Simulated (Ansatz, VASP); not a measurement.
# Rb: VASP beside Ansatz

File INCAR:

```
AGGAC = 1.0
AGGAX = 1.0
ALDAC = 0.0
ALDAX = 1.0
ALGO = Normal
EDIFF = 1E-6
ENCUT = 520
GGA = B5
ISIF = 2
ISMEAR = -1
LASPH = T
LCHARG = T
LELF = T
LREAL = F
LVHAR = T
LWAVE = F
NBANDS = 10
NELM = 60
PREC = Accurate
SIGMA = 0.1
```

KPOINTS

```
k-points
0
Gamma
  13 13 13
```

File POSCAR:

```
Rb
1.0
   -2.9534654594      2.9534654594      2.9534654594
    2.9534654594     -2.9534654594      2.9534654594
    2.9534654594      2.9534654594     -2.9534654594
Rb
1
Direct
    0.0000000000      0.0000000000      0.0000000000
```

Input for Ansatz:

```yaml
crystal:
  lattice:
    - [-2.9534654594, 2.9534654594, 2.9534654594]
    - [2.9534654594, -2.9534654594, 2.9534654594]
    - [2.9534654594, 2.9534654594, -2.9534654594]
  atoms:
    - { symbol: Rb, position: [0.0, 0.0, 0.0] }
hamiltonian:
  xc: blyp
  pseudopotentials:
    kind: paw
    azcp:
      Rb: "pseudopotentials/Rb.paw.azcp"
basis:
  ecutwfc: 420
  fft_grid_basis: typed
kpoints:
  mp_grid: { grid: [13, 13, 13], shift: [0, 0, 0] }
magnetization:
  spin_polarized: false
scf:
  occupations: { method: fermi_dirac, width: 0.1 }
output:
  stress: true
```

Alike in both runs: task single point; functional BLYP; k mesh 13 × 13 × 13; occupations fermi-dirac, width 0.1 eV; no spin polarisation.

|  | VASP | Ansatz |
| --- | --- | --- |
| version | VASP 6.6.1 | Ansatz 0.2.0 |
| potentials or method | VASP PAW PBE potentials, release 64 (Rb_sv) | plane waves (420 eV) with PAW, scalar-relativistic |
| plane-wave cutoff (eV) | 520 | 420 |
| valence electrons in the cell | 9 | 9 |

|  | VASP | Ansatz | Ansatz less VASP |
| --- | --- | --- | --- |
| pressure (GPa) | -0.1 | -0.2 | 0.00 |

With one functional, cell and mesh, what is left measures potentials, basis and numerics.

Caveats: the PAW data sets were made with another functional, which shifts forces and pressure a little (VASP).
